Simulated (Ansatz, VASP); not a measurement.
# B: VASP beside Ansatz

INCAR

```
SYSTEM = B
PREC = Accurate
ENCUT = 520
EDIFF = 1E-6
ISMEAR = -1
SIGMA = 0.05
LREAL = .FALSE.
LASPH = .TRUE.
NELM = 60
ALGO = Normal
ISIF = 2
LWAVE = .FALSE.
LCHARG = .FALSE.
GGA = PE
NBANDS = 8
```

Contents of KPOINTS:

```
regular mesh
0
G
  14 14 14
  0 0 0
```

The input POSCAR:

```
B
1.0
    1.9040924000      0.0000000000      0.0000000000
    0.0000000000      1.8852400000      0.0000000000
    0.0000000000      0.0000000000      1.8852400000
B
1
Direct
    0.5000000000      0.5000000000      0.5000000000
```

input.yaml

```yaml
crystal:
  lattice:
    - [1.9040924, 0.0, 0.0]
    - [0.0, 1.88524, 0.0]
    - [0.0, 0.0, 1.88524]
  atoms:
    - { symbol: B, position: [0.5, 0.5, 0.5] }
hamiltonian:
  xc: pbe
  pseudopotentials: { kind: paw }
kpoints:
  mp_grid: { grid: [14, 14, 14] }
scf:
  occupations: { method: fermi_dirac, width: 0.05 }
output:
  forces: true
  stress: true
  eigenvalues: true
```

Change from the starting cell: strain = 0.01.

Alike in both runs: task single point; functional PBE; k mesh 14 × 14 × 14; occupations fermi-dirac, width 0.05 eV; no spin polarisation.

|  | VASP | Ansatz |
| --- | --- | --- |
| version | VASP 6.6.1 | Ansatz 0.2.0 |
| potentials or method | VASP PAW PBE potentials, release 64 (B) | Ansatz PAW |
| plane-wave cutoff (eV) | 520 | 420 |
| valence electrons in the cell | 3 | 3 |

Ansatz gave:

| Item | Value |
| --- | --- |
| gap on the k mesh at the Fermi level (eV) | none |
| pressure (GPa) | -1.9 |
| largest component of the traceless stress (GPa) | 1.40 |

Question: What did VASP give for the same quantities?

Answer: gap on the k mesh at the Fermi level (eV): none; pressure (GPa): -1.8; largest component of the traceless stress (GPa): 1.40.

A gap of «none» marks a metal or a gap that the smearing closes.
